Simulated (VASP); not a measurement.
**Ga3P2: relaxation of cell and atoms with PBE**

The system is Ga3P2.

```
CELL_PARAMETERS angstrom
3.04220 1.75641 5.53726
-3.04220 1.75641 5.53726
0.00000 -3.51283 5.53726
ATOMIC_POSITIONS crystal
Ga 0.05625 0.44375 0.75000
Ga 0.75000 0.05625 0.44375
Ga 0.44375 0.75000 0.05625
Ga 0.94375 0.55625 0.25000
Ga 0.25000 0.94375 0.55625
Ga 0.55625 0.25000 0.94375
P 0.85218 0.85218 0.85218
P 0.64782 0.64782 0.64782
P 0.14782 0.14782 0.14782
P 0.35218 0.35218 0.35218
```

The cell was built by a generator and needn't be a form met in nature.

```json
{
  "Program": "VASP 6.6.1",
  "Task": "relaxation of cell and atoms",
  "Functional": "PBE",
  "Potentials or basis": "VASP PAW PBE potentials, release 64 (Ga_d, P)",
  "Cutoff": "600 eV",
  "k mesh": "3 × 3 × 3",
  "Occupations": "gaussian, width 0.1 eV",
  "Spin": "no spin polarisation",
  "Dipole correction": "no",
  "Further INCAR settings": "ALGO = Normal; EDIFF = 1e-07; IBRION = 2; EDIFFG = -0.04; NSW = 90; ISIF = 3"
}
```

```yaml
Relaxed_volume: 20.28 Å³/atom
Relaxed_cell: a = 6.713 Å, b = 6.713 Å, c = 6.713 Å, α = 57.74°, β = 57.74°, γ = 57.74°
Space_group_after_relaxing_to_0.05_Å: R-3c (No. 167)
Energy_gained_by_relaxing: 97.5 meV/atom
Ionic_steps: 11
Pressure_after_relaxing: 0.0 GPa
Largest_force_after_relaxing: 0.009 eV/Å
Band_gap_on_the_k_mesh: none (metal or under the smearing width)
```

Forces in eV/Å, atoms in the order of the input:
```
Ga   0.009  0.000  0.000
Ga  -0.005  0.008  0.000
Ga  -0.005 -0.008  0.000
Ga  -0.009  0.000  0.000
Ga   0.005 -0.008  0.000
Ga   0.005  0.008  0.000
P    0.000  0.000  0.008
P    0.000  0.000 -0.008
P    0.000  0.000 -0.008
P    0.000  0.000  0.008
```

Stress tensor (GPa, compression positive):
```
 0.02  0.00  0.00
 0.00  0.02  0.00
 0.00  0.00 -0.08
```

Step by step:
| step | energy change (eV) | largest force (eV/Å) | pressure (GPa) | volume (Å³) |
| --- | --- | --- | --- | --- |
| 1 | 0.0000 | 0.2574 | 10.78 | 177.53 |
| 2 | -0.7955 | 0.2174 | -1.34 | 210.01 |
| 3 | -0.8155 | 0.2293 | -0.11 | 204.72 |
| 4 | -0.8154 | 0.2280 | -0.24 | 205.29 |
| 5 | -0.8387 | 0.2001 | -0.26 | 205.19 |
| 6 | -0.8922 | 0.2472 | -0.23 | 204.84 |
| 7 | -0.9097 | 0.4382 | 0.01 | 204.02 |
| 8 | -0.9179 | 0.3676 | -0.10 | 204.34 |
| 9 | -0.9397 | 0.2884 | -0.09 | 204.01 |
| 10 | -0.9735 | 0.0560 | -0.02 | 203.02 |
| 11 | -0.9746 | 0.0094 | -0.01 | 202.81 |

Final structure:
```
Ga P
1.0
     3.24127    1.87135    5.57260
    -3.24127    1.87135    5.57260
     0.00000   -3.74270    5.57260
Ga P
6 4
Direct
  0.03452 0.46548 0.75000
  0.75000 0.03452 0.46548
  0.46548 0.75000 0.03452
  0.96548 0.53452 0.25000
  0.25000 0.96548 0.53452
  0.53452 0.25000 0.96548
  0.86087 0.86087 0.86087
  0.63913 0.63913 0.63913
  0.13913 0.13913 0.13913
  0.36087 0.36087 0.36087
```

Levels at points of the mesh, in eV from the Fermi level:
```tsv
k point	band 45	band 46	band 47	band 48	band 49	band 50	band 51	band 52	band 53	band 54
(0.00, 0.00, 0.00)	-3.20	-1.77	-1.70	-1.58	-1.58	2.10	2.10	2.67	2.67	3.09
```

Wall time 8.4 min on 1 thread of Intel(R) Xeon(R) 6975P-C (Granite Rapids), on a shared host, peak memory 0.45 GiB.

Caveat: the k mesh is coarse (spacing up to 0.42 Å⁻¹), so the values aren't converged.
